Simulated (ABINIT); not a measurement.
Crystal: Au.

```xyz
1
Lattice="0.0000 2.0350 2.0350 2.0350 0.0000 2.0350 2.0350 2.0350 0.0000" Properties=species:S:1:pos:R:3 pbc="T T T"
Au    0.0000    0.0000    0.0000
```

Base run:

* Program: ABINIT 10.8.3 (patched build)
* Functional: AM05
* Potentials or basis: JTH PAW PBE v2.0
* Cutoff: 680 eV
* k mesh: 11 × 11 × 11
* Occupations: fermi-dirac, width 0.05 eV
* Spin: no spin polarisation

Its results: band gap on the k mesh none (metal or under the smearing width); pressure 1.4 GPa.

**Question.** After a change of settings the same cell gave: band gap on the k mesh none (metal or under the smearing width); pressure 23.0 GPa. Which change was it?
A. functional from AM05 to SOGGA; potentials or basis from JTH PAW PBE v2.0 to PseudoDojo NC SR PBEsol v0.4.1 standard; cutoff from 680 eV to 1034 eV; valence electrons from 11 to 19
B. functional from AM05 to WC
C. functional from AM05 to LDA; potentials or basis from JTH PAW PBE v2.0 to JTH PAW LDA v2.0
D. functional from AM05 to rPW86PBE

**Answer.** D.

Caveats: spin-orbit coupling is left out, which moves the levels of the heavy elements; the PAW data sets were made with another functional, which shifts forces and pressure a little (some runs); so large a pressure means that the cell lies far from this level's equilibrium, or that cutoff or potentials fall short (some runs); the potentials were made for another functional, which shifts forces and pressure (some runs).
